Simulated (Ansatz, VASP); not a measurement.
# One calculation of Mo, two programs

```xyz
2
Lattice="3.1628 0.0000 0.0000 0.0000 3.1628 0.0000 0.0000 0.0000 3.1628" Properties=species:S:1:pos:R:3 pbc="T T T"
Mo    0.0000    0.0000    0.0000
Mo    1.5814    1.5814    1.5814
```

Alike in both runs: task single point; functional LDA; k mesh 8 × 8 × 8; occupations fermi-dirac, width 0.0816 eV; no spin polarisation.

|  | VASP | Ansatz |
| --- | --- | --- |
| version | VASP 6.6.1 | Ansatz 0.2.0 |
| potentials or method | VASP PAW LDA potentials, release 64 (Mo_sv) | PAW with Ansatz's default frozen-core files, scalar-relativistic |
| plane-wave cutoff (eV) | 520 | 420 |
| valence electrons in the cell | 28 | 28 |

|  | VASP | Ansatz | Ansatz less VASP |
| --- | --- | --- | --- |
| pressure (GPa) | -11.6 | -12.6 | -1.02 |
